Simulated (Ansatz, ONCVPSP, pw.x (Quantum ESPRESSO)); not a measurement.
**Which Cu potential is closest to all-electron in the bcc crystal?**

All use PBE, scalar-relativistic, no spin, cutoffs from each file’s atomic test, pw.x 7.5; 16³ k-points, Fermi–Dirac smearing 0.01 Ry. Δ is the rms difference from all-electron LAPW of the E(V) curves that follow from fits to the pressures, over ±6 % in volume. Mesh and smearing are coarse and serve the comparison alone. The files are a selection: those with a ghost or negative overlap were mostly not run, and those with noisy or unconverged pressures or nearly equal Δ are left out.

All-electron: a0 = 2.885 Å (V0 = 12.01 Å³/atom), B0 = 138.4 GPa.

(1) Rank them by Δ, smallest first.
A. optimised norm-conserving Vanderbilt (ONCV), ONCVPSP 4.0.1.1 (patched build), PBE; core [Ar], reference 3d10 4s1; waves: 4s: rc 2.50 bohr, ncon 3, nbas 7, qcut 2.2 1/bohr, 2 projectors, debl 3.5 Ha; p scattering state at 0.26 Ha: rc 2.60 bohr, ncon 4, nbas 7, qcut 3 1/bohr, 2 projectors, debl 2.9 Ha; 3d: rc 1.50 bohr, ncon 3, nbas 8, qcut 12.3 1/bohr, 2 projectors, debl 3.2 Ha; local part: polynomial inside 1.05 bohr (lpopt 5, dvloc0 0 Ha); core correction: Teter function, fcfact 5.75, rcfact 1.45. In the p channel the program set the typed energies aside and used 0.050, 2.950 Ha.
B. optimised norm-conserving Vanderbilt (ONCV), ONCVPSP 4.0.1.1 (patched build), PBE; core [Ar], reference 3d10 4s0.5; waves: 4s: rc 2.05 bohr, ncon 3, nbas 7, qcut 3.5 1/bohr, 2 projectors, debl 3.5 Ha; p scattering state at 0.3 Ha: rc 2.10 bohr, ncon 3, nbas 8, qcut 3.9 1/bohr, 2 projectors, debl 3.8 Ha; 3d: rc 1.30 bohr, ncon 4, nbas 8, qcut 10.9 1/bohr, 2 projectors, debl 2.2 Ha; f scattering state at 0.26 Ha: rc 1.75 bohr, ncon 5, nbas 8, qcut 6.8 1/bohr, 2 projectors, debl 0.7 Ha; local part: polynomial inside 1.05 bohr (lpopt 5, dvloc0 -1 Ha); core correction: Teter function, fcfact 3, rcfact 1.25. In the p channel the program set the typed energies aside and used 0.050, 3.850 Ha.
C. optimised norm-conserving Vanderbilt (ONCV), ONCVPSP 4.0.1.1 (patched build), PBE; core [Ne], reference 3s2 3p6 3d10 4s1; waves: 3s+4s: rc 1.10 bohr, ncon 4, nbas 7, qcut 13.5 1/bohr, 2 projectors; 3p: rc 1.10 bohr, ncon 4, nbas 9, qcut 14.6 1/bohr, 2 projectors, debl 1 Ha; 3d: rc 1.40 bohr, ncon 4, nbas 9, qcut 12.1 1/bohr, 2 projectors, debl 1.7 Ha; local part: polynomial inside 1.00 bohr (lpopt 5, dvloc0 3 Ha); core correction: Teter function, fcfact 5, rcfact 1.2. In the p channel the program set the typed energies aside and used -2.651, 0.250 Ha.

## Answers

(1) A (1.4 meV/atom), B (5.4 meV/atom), C (8.4 meV/atom).
